**Question.** I am comparing density functionals for copper, and the table puzzles me. Among the rows with results shown, some functionals make the crystal too large, and every dispersion correction of the D3 or TS kind goes with one that is too small. Can the known rows tell me where PBE, PBE-D3 and AM05 will land, and how far should I trust such a guess?

VASP Kohn-Sham DFT calculations for fcc copper (one-atom cell), without spin polarisation or spin-orbit coupling. Equilibrium volumes are for a static lattice, from cell relaxation with each method, except r2SCAN, which uses an equation-of-state fit. Basis gives the plane-wave cutoff; the measured volume is at 300 K.

| method | rung | potentials | basis | k mesh | smearing | equilibrium volume (Å³/atom) | computed less measured (Å³/atom) |
| --- | --- | --- | --- | --- | --- | --- | --- |
| AM05 | GGA | VASP PAW PBE potentials, recommended | 600 eV | 13x13x13 1-atom cell | Fermi-Dirac 0.05eV | ? | ? |
| PBE | GGA | VASP PAW PBE potentials, gw, light | 630 eV | 13x13x13 1-atom cell | Fermi-Dirac 0.05eV | ? | ? |
| PBE-D3 | GGA | VASP PAW PBE potentials, recommended | 600 eV | 13x13x13 1-atom cell | Fermi-Dirac 0.05eV | ? | ? |
| PBE-D3(BJ) | GGA | VASP PAW PBE potentials, recommended | 600 eV | 13x13x13 1-atom cell | Fermi-Dirac 0.05eV | 11.342 | -0.468 |
| PBE-TS | GGA | VASP PAW PBE potentials, recommended | 600 eV | 13x13x13 1-atom cell | Fermi-Dirac 0.05eV | 11.139 | -0.671 |
| PBE-rVV10 | GGA | VASP PAW PBE potentials, recommended | 600 eV | 13x13x13 1-atom cell | Fermi-Dirac 0.05eV | 11.821 | 0.011 |
| PBEsol-D3 | GGA | VASP PAW PBE potentials, recommended | 600 eV | 13x13x13 1-atom cell | Fermi-Dirac 0.05eV | 10.865 | -0.945 |
| PBEsol-D3(BJ) | GGA | VASP PAW PBE potentials, recommended | 600 eV | 13x13x13 1-atom cell | Fermi-Dirac 0.05eV | 10.852 | -0.958 |
| revPBE | GGA | VASP PAW PBE potentials, recommended | 600 eV | 13x13x13 1-atom cell | Fermi-Dirac 0.05eV | 12.313 | 0.503 |
| r2SCAN | meta-GGA | VASP PAW PBE potentials, recommended | 520 eV | 13x13x13 1-atom cell | Fermi-Dirac 0.05eV | 11.488 | -0.322 |
| r2SCAN-rVV10 | meta-GGA | VASP PAW PBE potentials, recommended | 600 eV | 13x13x13 1-atom cell | methfessel paxton 0.1eV | 11.358 | -0.452 |
| B3LYP | hybrid | VASP PAW PBE potentials, recommended | 600 eV | 7x7x7 1-atom cell | Fermi-Dirac 0.05eV | 12.586 | 0.776 |

**Answer.** Two sizes are worth remembering. Copper's bulk modulus is roughly 140 GPa, so an extra attraction worth 1 GPa removes about 0.7 % of the volume, a little under 0.1 Å³ per atom. Heat and zero-point motion swell the real crystal by roughly 0.2 Å³ per atom, and the measurement contains both while the calculations contain neither.

A dispersion correction adds attraction, but its depth alone does not set the volume. Consider a correction that lowers the energy equally at every volume: however deep it is, the minimum stays where it was. Only its slope with volume pulls the atoms together, and that slope acts as a pressure. The difference between the two PBEsol corrections comes close to this limit: their dispersion energies differ by 0.13 eV per atom, yet the volumes differ by only about 0.01 Å³.

The opposite limit is a crystal too stiff to yield, which no added pressure can shrink. Between the limits, and with the bulk modulus $B$ taken as constant, a pressure $p$ reduces the volume from $V$ to $V'$ according to

$$\ln(V/V') = p/B .$$

**PBE.** Adding rVV10 to r2SCAN takes the volume from 11.488 to 11.358 Å³, so $p/B = \ln(11.488/11.358) \approx 0.011$. With r2SCAN's computed modulus of 161 GPa, $p$ is about 1.8 GPa. Suppose that rVV10 pulls just as hard on the softer PBE crystal. This gives $1.8/140 \approx 0.013$, and removing it from PBE-rVV10 yields $11.821\,e^{0.013} \approx 11.98$ Å³. My forecast is 11.98 ± 0.10 Å³, above the measurement and below revPBE, whose exchange favours steep density gradients more strongly and so expands the crystal.

**PBE-D3.** If the choice of damping hardly matters for PBEsol, it should hardly matter for PBE. I therefore carry the ratio of the two PBEsol volumes over to PBE-D3(BJ), which places PBE-D3 close to it, at 11.36 ± 0.15 Å³, well below the measurement. The bar is wide because the damping is tuned separately for each functional.

**AM05.** AM05 and PBEsol were both built with the uniform electron gas and its surface as models, and they usually give similar volumes for solids. I treat them as near twins and estimate bare PBEsol by taking the D3(BJ) pressure off PBEsol-D3(BJ). That pressure comes from the PBE forecast, and PBEsol's modulus is taken as roughly 160 GPa. The result is 11.38 ± 0.15 Å³, below the measurement and clearly below PBE; I do not call its order against PBE-D3.

The bars are judgements, not statistics. I also knew that PBE usually gives about 12 Å³ and PBEsol a little over 11, so the forecasts are not blind.

The withheld rows as computed:

| method | rung | potentials | basis | k mesh | smearing | equilibrium volume (Å³/atom) | computed less measured (Å³/atom) |
| --- | --- | --- | --- | --- | --- | --- | --- |
| AM05 | GGA | VASP PAW PBE potentials, recommended | 600 eV | 13x13x13 1-atom cell | Fermi-Dirac 0.05eV | 11.334 | -0.476 |
| PBE | GGA | VASP PAW PBE potentials, gw, light | 630 eV | 13x13x13 1-atom cell | Fermi-Dirac 0.05eV | 11.854 | 0.044 |
| PBE-D3 | GGA | VASP PAW PBE potentials, recommended | 600 eV | 13x13x13 1-atom cell | Fermi-Dirac 0.05eV | 11.344 | -0.466 |

All the forecast orderings hold, but one number falls outside its range. PBE-D3 is within about 0.01 Å³ of its forecast and AM05 within 0.05 Å³. PBE comes out 0.12 Å³ smaller than forecast, just beyond its bar.

The PBE miss has a clear location: the table puts PBE-rVV10 only 0.03 Å³ below PBE, where I had assumed about 0.16 Å³. My first suspect is the PBE run's different set of atomic potentials, which would mix a change of potential into the comparison. The usual PBE volume of about 12 Å³ points the same way. The borrowed pressure is a weaker suspect but is not cleared, because the r2SCAN pair differs in its numerical settings. The damping of rVV10 does not help to explain the miss: its parameter was smaller for PBE than for r2SCAN, which should make the pull stronger and the forecast larger still. Repeating PBE with the potentials of the other rows would test the first suspicion.

The AM05 hit is a weaker success than it looks, because it used the PBE forecast. With the computed PBE volume the same steps give 11.28 Å³, now about 0.05 Å³ too small instead of too large. Carrying over equal changes of volume, instead of equal pressures, would have given 11.95 Å³ for PBE and 11.46 Å³ for AM05, which is better for the first and worse for the second. These rows therefore support the general picture more than the stiffness correction; the printed output shows both versions.

For choosing a functional, compare with a static crystal of roughly 11.6 Å³, the measured volume less the thermal and zero-point swelling. This PBE run then stops looking nearly exact and is about 0.2 Å³ too large, and the usual PBE value of about 12 Å³ would be about 0.4 Å³ too large. PBE-D3 is nearly 0.3 Å³ too small, so the table cannot say which of the two would be closer with the same potentials. Theory offers a reason why D3 contracts the crystal too much: pairwise corrections add up attractions between separate atoms and treat the screening by a metal's mobile electrons poorly. The same reasoning tells you what to expect when D3 is added to a functional that already gives a compact crystal: PBEsol-D3 ends more than 0.7 Å³ below the static estimate.

The analysis program printed:

```
r2SCAN-rVV10 less r2SCAN, volume (A^3/atom): -0.13
PBEsol-D3 less PBEsol-D3(BJ), volume (A^3/atom): 0.013
PBEsol-D3 less PBEsol-D3(BJ), dispersion energy (eV/atom): 0.1302
Forecast for PBE, bar 0.10 either way (A^3/atom): 11.98
Forecast for PBE-D3, bar 0.15 either way (A^3/atom): 11.36
Forecast for AM05, bar 0.15 either way (A^3/atom): 11.38
Rival forecast for PBE, equal volume shifts (A^3/atom): 11.95
Rival forecast for AM05, equal volume shifts (A^3/atom): 11.46
Computed PBE (A^3/atom): 11.85
Computed PBE-D3 (A^3/atom): 11.34
Computed AM05 (A^3/atom): 11.33
Miss for PBE, forecast less computed (A^3/atom): 0.1224
Miss for PBE-D3, forecast less computed (A^3/atom): 0.01159
Miss for AM05, forecast less computed (A^3/atom): 0.04733
AM05 estimate redone with the computed PBE volume (A^3/atom): 11.28
PBE-D3 less PBE (A^3/atom): -0.51
PBE-D3(BJ) less PBE (A^3/atom): -0.512
PBE-TS less PBE (A^3/atom): -0.715
PBE-rVV10 less PBE (A^3/atom): -0.033
revPBE less PBE (A^3/atom): 0.459
PBE-D3 less PBE-D3(BJ) (A^3/atom): 0.002
Rough static reference, measured less 0.2 (A^3/atom): 11.61
Volumes against the rough static reference (A^3/atom):
            row  computed  computed less static
           AM05     11.33                -0.276
            PBE     11.85                 0.244
         PBE-D3     11.34                -0.266
     PBE-D3(BJ)     11.34                -0.268
         PBE-TS     11.14                -0.471
      PBE-rVV10     11.82                 0.211
      PBEsol-D3     10.87                -0.745
  PBEsol-D3(BJ)     10.85                -0.758
         revPBE     12.31                 0.703
         r2SCAN     11.49                -0.122
   r2SCAN-rVV10     11.36                -0.252
          B3LYP     12.59                 0.976
```
